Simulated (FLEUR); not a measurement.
# TiO2 (P4_2/mnm) in FLEUR: settings compared

The runs below take TiO2 through band structure, with PBEsol, LDA.

Everything below comes from runs of FLEUR MaX-R8.1 (later development tree). Logs are shortened: lines on timing, memory, paths and dates and some standing lists are left out, and cuts for length are marked.

**What was measured.**

“Shallow Valence Band of Rutile GeO2 and P-type Doping”, 2020, arxiv:2011.08928 quotes, for a bulk crystal of TiO2 at 1.6 K: band gap 3.03 eV (direct).

The results are compared with them further down.

## (1) The structure

Symmetry: P4_2/mnm, No. 136, tetragonal system. The conventional cell has a = 4.600 Å, b = 4.600 Å, c = 2.959 Å, α = 90.00°, β = 90.00°, γ = 90.00°. Around Ti (site symmetry mmm) lie 6 O at 1.95 to 1.98 Å. O (site symmetry m2m) is surrounded by 3 Ti at 1.95 to 1.98 Å.

The cell is a database's computed one.

## (2) Band structure, PBEsol

inp.xml

```xml
<?xml version="1.0" encoding="UTF-8" standalone="no"?>
<fleurInput fleurInputVersion="0.39">
   <comment>
      TiO2                                                                                                
   </comment>
   <calculationSetup>
      <cutoffs Kmax="5.05" Gmax="15.7" GmaxXC="15.7" numbands="0"/>
      <scfLoop itmax="60" minDistance="0.00001" maxIterBroyd="15" imix="Anderson" alpha="0.05" precondParam="0.0" spinf="2.0" sdNocoIR="T"/>
      <coreElectrons ctail="T" frcor="F" kcrel="0" coretail_lmax="0"/>
      <xcFunctional name="PBEs" relativisticCorrections="F"/>
      <magnetism jspins="1"/>
      <soc l_soc="F" theta="0.0" phi="0.0" spav="F"/>
      <expertModes spex="0" secvar="F"/>
      <geometryOptimization l_f="F" forcealpha="1.0" forcemix="BFGS" epsdisp="0.00001" epsforce="0.00001"/>
      <ldaU l_linMix="F" mixParam="0.05" spinf="1.0"/>
   </calculationSetup>
   <cell>
      <bzIntegration valenceElectrons="48.0" mode="hist" fermiSmearingEnergy="0.00183747">
         <kPointListSelection listName="default-1"/>
         <!-- k-points included here -->
         <xi:include xmlns:xi="http://www.w3.org/2001/XInclude" href="kpts.xml"> </xi:include>
      </bzIntegration>
      <!-- symmetry operations included here -->
      <xi:include xmlns:xi="http://www.w3.org/2001/XInclude" href="sym.xml"> </xi:include>
[... 37 lines left out ...]
         <lo type="SCLO" l="2" n="3" eDeriv="2"/>
      </species>
   </atomSpecies>
   <atomGroups>
      <atomGroup species="Titanium (Ti)">
         <relPos label="                   1">.0000000000 .0000000000 1.000/2.000</relPos>
         <relPos label="                   2">1.000/2.000 1.000/2.000 .0000000000</relPos>
         <force calculate="T" relaxXYZ="TTT"/>
      </atomGroup>
      <atomGroup species="Oxygen (O)">
         <relPos label="                   3">.3043213200 .3043213200 1.000/2.000</relPos>
         <relPos label="                   4">.1956786800 -.1956786800 .0000000000</relPos>
         <relPos label="                   5">-.1956786800 .1956786800 .0000000000</relPos>
         <relPos label="                   6">-.3043213200 -.3043213200 1.000/2.000</relPos>
         <force calculate="T" relaxXYZ="TTT"/>
      </atomGroup>
   </atomGroups>
   <output dos="F" band="F" slice="F">
      <checks vchk="F" cdinf="F"/>
      <bandDOS minEnergy="-.5*Htr" maxEnergy="0.5*Htr" sigma="0.015" storeEVData="T"/>
      <vacuumDOS vacdos="F" integ="F" star="F" nstars="0" locx1="0.0" locy1="0.0" locx2="0.0" locy2="0.0" nstm="0" tworkf="0.0"/>
      <unfoldingBand unfoldBand="F" supercellX="1" supercellY="1" supercellZ="1"/>
      <plotting iplot="0" polar="F">
         <plot TwoD="T" vec1="  1.0  0.0  0.0" vec2="  0.0  1.0  0.0" vec3="  0.0  0.0  1.0" zero="  0.0  0.0  0.0" file="plot"/>
      </plotting>
      <chargeDensitySlicing numkpt="0" minEigenval="0.0" maxEigenval="0.0" nnne="0" pallst="F"/>
      <specialOutput eonly="F"/>
      <moessbauerParams electricFieldGradient="T" isomerShift="T" coreHyperfine="T" valenceHyperfine="T"/>
      <magneticCircularDichroism mcd="F" energyLo="-10.0" energyUp="0.0"/>
   </output>
  <!-- We include the file relax.xml here to enable relaxations (see documentation) -->
  <xi:include xmlns:xi="http://www.w3.org/2001/XInclude" href="relax.xml"> <xi:fallback/> </xi:include>
</fleurInput>
```

crystal.txt

```
TiO2
&input cartesian=F /
4.5998373239  0.0000000000  0.0000000000
0.0000000000  4.5998373239  0.0000000000
0.0000000000  0.0000000000  2.9592135600
1.8897261246
1.0 1.0 1.0

6
22 0.0000000000  0.0000000000  0.5000000000
22 0.5000000000  0.5000000000  0.0000000000
8 0.3043213200  0.3043213200  0.5000000000
8 0.1956786800  0.8043213200  0.0000000000
8 0.8043213200  0.1956786800  0.0000000000
8 0.6956786800  0.6956786800  0.5000000000

&kpt div1=6 div2=6 div3=9 gamma=T /
```

inp.xml (bands)

```
<?xml version="1.0" encoding="UTF-8" standalone="no"?>
<fleurInput fleurInputVersion="0.39">
   <comment>
      TiO2                                                                                                
   </comment>
   <calculationSetup>
      <cutoffs Kmax="5.05" Gmax="15.7" GmaxXC="15.7" numbands="0"/>
      <scfLoop itmax="60" minDistance="0.00001" maxIterBroyd="15" imix="Anderson" alpha="0.05" precondParam="0.0" spinf="2.0" sdNocoIR="T"/>
      <coreElectrons ctail="T" frcor="F" kcrel="0" coretail_lmax="0"/>
      <xcFunctional name="PBEs" relativisticCorrections="F"/>
      <magnetism jspins="1"/>
      <soc l_soc="F" theta="0.0" phi="0.0" spav="F"/>
      <expertModes spex="0" secvar="F"/>
      <geometryOptimization l_f="F" forcealpha="1.0" forcemix="BFGS" epsdisp="0.00001" epsforce="0.00001"/>
      <ldaU l_linMix="F" mixParam="0.05" spinf="1.0"/>
   </calculationSetup>
   <cell>
      <bzIntegration valenceElectrons="48.0" mode="hist" fermiSmearingEnergy="0.00183747">
         <kPointListSelection listName="path-1"/>
         <!-- k-points included here -->
         <xi:include xmlns:xi="http://www.w3.org/2001/XInclude" href="kpts.xml"> </xi:include>
      </bzIntegration>
      <!-- symmetry operations included here -->
      <xi:include xmlns:xi="http://www.w3.org/2001/XInclude" href="sym.xml"> </xi:include>
      <bulkLattice scale="1.0">
[... 36 lines left out ...]
         <lo type="SCLO" l="2" n="3" eDeriv="2"/>
      </species>
   </atomSpecies>
   <atomGroups>
      <atomGroup species="Titanium (Ti)">
         <relPos label="                   1">.0000000000 .0000000000 1.000/2.000</relPos>
         <relPos label="                   2">1.000/2.000 1.000/2.000 .0000000000</relPos>
         <force calculate="T" relaxXYZ="TTT"/>
      </atomGroup>
      <atomGroup species="Oxygen (O)">
         <relPos label="                   3">.3043213200 .3043213200 1.000/2.000</relPos>
         <relPos label="                   4">.1956786800 -.1956786800 .0000000000</relPos>
         <relPos label="                   5">-.1956786800 .1956786800 .0000000000</relPos>
         <relPos label="                   6">-.3043213200 -.3043213200 1.000/2.000</relPos>
         <force calculate="T" relaxXYZ="TTT"/>
      </atomGroup>
   </atomGroups>
   <output dos="F" band="T" slice="F">
      <checks vchk="F" cdinf="F"/>
      <bandDOS minEnergy="-.5*Htr" maxEnergy="0.5*Htr" sigma="0.015" storeEVData="T"/>
      <vacuumDOS vacdos="F" integ="F" star="F" nstars="0" locx1="0.0" locy1="0.0" locx2="0.0" locy2="0.0" nstm="0" tworkf="0.0"/>
      <unfoldingBand unfoldBand="F" supercellX="1" supercellY="1" supercellZ="1"/>
      <plotting iplot="0" polar="F">
         <plot TwoD="T" vec1="  1.0  0.0  0.0" vec2="  0.0  1.0  0.0" vec3="  0.0  0.0  1.0" zero="  0.0  0.0  0.0" file="plot"/>
      </plotting>
      <chargeDensitySlicing numkpt="0" minEigenval="0.0" maxEigenval="0.0" nnne="0" pallst="F"/>
      <specialOutput eonly="F"/>
      <moessbauerParams electricFieldGradient="T" isomerShift="T" coreHyperfine="T" valenceHyperfine="T"/>
      <magneticCircularDichroism mcd="F" energyLo="-10.0" energyUp="0.0"/>
   </output>
  <!-- We include the file relax.xml here to enable relaxations (see documentation) -->
  <xi:include xmlns:xi="http://www.w3.org/2001/XInclude" href="relax.xml"> <xi:fallback/> </xi:include>
</fleurInput>
```

Potentials or basis: all-electron, FLAPW.

The run is started by

```sh
$ inpgen -f crystal.txt -profile fastHighL
$ # inp.xml edited to the form shown
$ mpirun -n 4 fleur_MPI -pe_per_kpt 1
$ mpirun -n 4 fleur_MPI -pe_per_kpt 1   # second run, on inp.xml (bands)
```

Output:

```text
Welcome to FLEUR        (www.flapw.de)
      MaX-Release 8.1          (www.max-centre.eu)

 ========== k-point set info ==========
 Selected k-point list: default-1
 k-point list type: mesh
 6 x 6 x 9
 Number of k points: 50

 ------------Calculation Setup---------------------------
 Number of MPI-tasks      :            4
 Number of PE/node        :            4
 Number of OMP-threads    :            1
 Using exactly            1  PE per kpt
 Using exactly            1  PE per kpt
 Using exactly            1  PE per kpt
 Using exactly            1  PE per kpt
 k-points in parallel     :            4
 pe's per k-point         :            1
 No of k-point loops      :           12
 Info/Warning             : your k-point parallelism is not fully load-balanced
 Eigenvalue solver        :       lapack
 Number of basis functions:         1142
 Approximate size of matrices (H+S) per k-point:         0.019 GB
 --------------------------------------------------------
 Iteration:     1   Distance:      35.57257047 me/bohr^3
 Iteration:     2   Distance:      29.71746128 me/bohr^3
 Iteration:     3   Distance:      10.91749942 me/bohr^3
 Iteration:     4   Distance:      11.66954011 me/bohr^3
 Iteration:     5   Distance:       3.61198833 me/bohr^3
 Iteration:     6   Distance:       1.29919013 me/bohr^3
 Iteration:     7   Distance:       0.90921234 me/bohr^3
 Iteration:     8   Distance:       0.67928645 me/bohr^3
 Iteration:     9   Distance:       0.10135156 me/bohr^3
 Iteration:    10   Distance:       0.17454746 me/bohr^3
 Iteration:    11   Distance:       0.04299454 me/bohr^3
 Iteration:    12   Distance:       0.01672148 me/bohr^3
 Iteration:    13   Distance:       0.00269132 me/bohr^3
 Iteration:    14   Distance:       0.00009188 me/bohr^3
 Iteration:    15   Distance:       0.00027118 me/bohr^3
 Iteration:    16   Distance:       0.00020401 me/bohr^3
 Iteration:    17   Distance:       0.00006931 me/bohr^3
 Iteration:    18   Distance:       0.00001362 me/bohr^3
 Iteration:    19   Distance:       0.00000317 me/bohr^3

 ********************************************************************
 Run finished successfully
 Stop message:
   all done
 ********************************************************************
```

It took 1.7 min on 4 MPI ranks of Intel Xeon Platinum 8488C (Sapphire Rapids), shared host.

Results:

```
Free energy                                           : -54591.1890 eV
Band gap on the k mesh                                : 1.82 eV, direct
Band gap along the path                               : 1.82 eV, direct
Valence electrons inside the program's atomic spheres : Ti 9.26; O 4.80 (radii Ti 1.94, O 1.48 bohr)
```

Levels at the corners of the path, in eV from the valence-band top:
```
point  band 20  band 21  band 22  band 23  band 24  band 25  band 26  band 27  band 28  band 29
    Γ    -2.00    -0.71    -0.46    -0.46     0.00     1.82     2.10     2.37     2.47     2.47
    X    -3.09    -1.66    -1.66    -0.76    -0.76     2.49     2.49     3.00     3.00     3.55
    M    -2.22    -1.32    -1.32    -1.09    -1.09     1.86     1.86     2.49     2.49     3.82
    Γ    -2.00    -0.71    -0.46    -0.46     0.00     1.82     2.10     2.37     2.47     2.47
    Z    -2.78    -2.42    -2.42    -1.44    -1.44     2.96     2.96     3.15     3.15     3.65
    R    -2.41    -2.07    -2.07    -1.05    -1.05     1.86     1.86     3.18     3.18     3.90
    A    -2.75    -1.31    -1.31    -0.68    -0.68     2.57     2.57     3.17     3.17     3.20
    Z    -2.78    -2.42    -2.42    -1.44    -1.44     2.96     2.96     3.15     3.15     3.65
    X    -3.09    -1.66    -1.66    -0.76    -0.76     2.49     2.49     3.00     3.00     3.55
    R    -2.41    -2.07    -2.07    -1.05    -1.05     1.86     1.86     3.18     3.18     3.90
    M    -2.22    -1.32    -1.32    -1.09    -1.09     1.86     1.86     2.49     2.49     3.82
    A    -2.75    -1.31    -1.31    -0.68    -0.68     2.57     2.57     3.17     3.17     3.20
```

Core levels (eV from the Fermi level):
| atom | levels |
| --- | --- |
| 1 Ti | 1s1/2 -4856.2, 2s1/2 -530.9, 2p1/2 -442.4, 2p3/2 -436.6 |
| 2 Ti | 1s1/2 -4856.2, 2s1/2 -530.9, 2p1/2 -442.4, 2p3/2 -436.6 |
| 3 O | 1s1/2 -502.6 |
| 4 O | 1s1/2 -502.6 |
| 5 O | 1s1/2 -502.6 |
| 6 O | 1s1/2 -502.6 |

## (3) Band structure, LDA

Changes to inp.xml since step 2:

```diff
@@ -9,3 +9,3 @@
       <coreElectrons ctail="T" frcor="F" kcrel="0" coretail_lmax="0"/>
-      <xcFunctional name="PBEs" relativisticCorrections="F"/>
+      <xcFunctional name="vwn" relativisticCorrections="F"/>
       <magnetism jspins="1"/>
```

crystal.txt is that of step 2.

Changes to inp.xml (bands) since step 2:

```diff
@@ -9,3 +9,3 @@
       <coreElectrons ctail="T" frcor="F" kcrel="0" coretail_lmax="0"/>
-      <xcFunctional name="PBEs" relativisticCorrections="F"/>
+      <xcFunctional name="vwn" relativisticCorrections="F"/>
       <magnetism jspins="1"/>
```

Potentials or basis: all-electron, FLAPW.

The run is started by

```sh
$ inpgen -f crystal.txt -profile fastHighL
$ # inp.xml edited to the form shown
$ mpirun -n 4 fleur_MPI -pe_per_kpt 1
$ mpirun -n 4 fleur_MPI -pe_per_kpt 1   # second run, on inp.xml (bands)
```

Wall time 4.2 min (4 MPI ranks of Intel Xeon at 2.50GHz (Skylake/Cascade Lake), shared host).

The run converged. Its results:

```
Free energy                                           : -54522.9894 eV
Band gap on the k mesh                                : 1.77 eV, direct
Band gap along the path                               : 1.77 eV, direct
Valence electrons inside the program's atomic spheres : Ti 9.26; O 4.79 (radii Ti 1.94, O 1.48 bohr)
```

Levels at the corners of the path, in eV from the valence-band top:
| point | band 21 | band 22 | band 23 | band 24 | band 25 | band 26 | band 27 | band 28 |
| --- | --- | --- | --- | --- | --- | --- | --- | --- |
| Γ | -0.71 | -0.46 | -0.46 | 0.00 | 1.77 | 2.04 | 2.32 | 2.42 |
| X | -1.67 | -1.67 | -0.75 | -0.75 | 2.44 | 2.44 | 2.96 | 2.96 |
| M | -1.32 | -1.32 | -1.09 | -1.09 | 1.81 | 1.81 | 2.44 | 2.44 |
| Γ | -0.71 | -0.46 | -0.46 | 0.00 | 1.77 | 2.04 | 2.32 | 2.42 |
| Z | -2.44 | -2.44 | -1.44 | -1.44 | 2.92 | 2.92 | 3.11 | 3.11 |
| R | -2.08 | -2.08 | -1.05 | -1.05 | 1.81 | 1.81 | 3.13 | 3.13 |
| A | -1.31 | -1.31 | -0.68 | -0.68 | 2.52 | 2.52 | 3.13 | 3.13 |
| Z | -2.44 | -2.44 | -1.44 | -1.44 | 2.92 | 2.92 | 3.11 | 3.11 |
| X | -1.67 | -1.67 | -0.75 | -0.75 | 2.44 | 2.44 | 2.96 | 2.96 |
| R | -2.08 | -2.08 | -1.05 | -1.05 | 1.81 | 1.81 | 3.13 | 3.13 |
| M | -1.32 | -1.32 | -1.09 | -1.09 | 1.81 | 1.81 | 2.44 | 2.44 |
| A | -1.31 | -1.31 | -0.68 | -0.68 | 2.52 | 2.52 | 3.13 | 3.13 |

Core levels (eV from the Fermi level):
```csv
atom,levels
1 Ti,"1s1/2 -4849.2, 2s1/2 -530.0, 2p1/2 -442.3, 2p3/2 -436.5"
2 Ti,"1s1/2 -4849.2, 2s1/2 -530.0, 2p1/2 -442.3, 2p3/2 -436.5"
3 O,1s1/2 -500.5
4 O,1s1/2 -500.5
5 O,1s1/2 -500.5
6 O,1s1/2 -500.5
```

## (4) Comparison with measurements

Step 2. Measured gap of TiO2: 3.03 eV (direct; 1.6 K; quoted in “Shallow Valence Band of Rutile GeO2 and P-type Doping”, 2020, arxiv:2011.08928). This calculation gives 1.82 eV (-1.21 eV). 2 values of this kind are on record in papers (3.03 to 3.05 eV); this one was drawn at random among those near their median. The value is that of PBEsol, without temperature or zero-point motion. Semilocal functionals fall short of measured gaps as a rule. The cell is a database's relaxed one, not the measured one, which moves gaps too.

Step 3. A measured gap of TiO2 is 3.03 eV (direct; 1.6 K; quoted in “Shallow Valence Band of Rutile GeO2 and P-type Doping”, 2020, arxiv:2011.08928); the calculated 1.77 eV misses it by -1.26 eV. 2 values of this kind are on record in papers (3.03 to 3.05 eV); this one was drawn at random among those near their median. The value is that of LDA, without temperature or zero-point motion. Semilocal functionals fall short of measured gaps as a rule. The cell is a database's relaxed one, not the measured one, which moves gaps too.
